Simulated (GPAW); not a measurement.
The system is CdF2.

```
Cd F
1.0
     0.00000    2.69400    2.69400
     2.69400    0.00000    2.69400
     2.69400    2.69400    0.00000
Cd F
1 2
Direct
  0.00000 0.00000 0.00000
  0.75000 0.75000 0.75000
  0.25000 0.25000 0.25000
```

Base run:

- Program: GPAW 26.7.0
- Functional: PBEsol
- Potentials or basis: PAW data sets generated in the run's folder for this functional
- Cutoff: 800 eV
- Basis: pw
- k mesh: 9 × 9 × 9
- Occupations: fermi-dirac, width 0.05 eV
- Spin: no spin polarisation

Its results: band gap on the k mesh 2.93 eV, indirect (least direct gap 3.36 eV); pressure -2.1 GPa.

**Question.** After a change of settings the same cell gave: band gap on the k mesh 2.80 eV, indirect (least direct gap 3.22 eV); pressure -7.6 GPa. Which change was it?
A. functional from PBEsol to LDA; potentials or basis from PAW data sets generated in the run's folder for this functional to the program's PAW data sets (release 1.2.1) made for this functional
B. functional from PBEsol to PBE; potentials or basis from PAW data sets generated in the run's folder for this functional to GPAW PAW data sets (gpaw-data 1.2.1)
C. functional from PBEsol to r2SCAN; potentials or basis from PAW data sets generated in the run's folder for this functional to GPAW PAW data sets (gpaw-data 1.2.1)

**Answer.** A.

Not every run made on this cell is shown here.
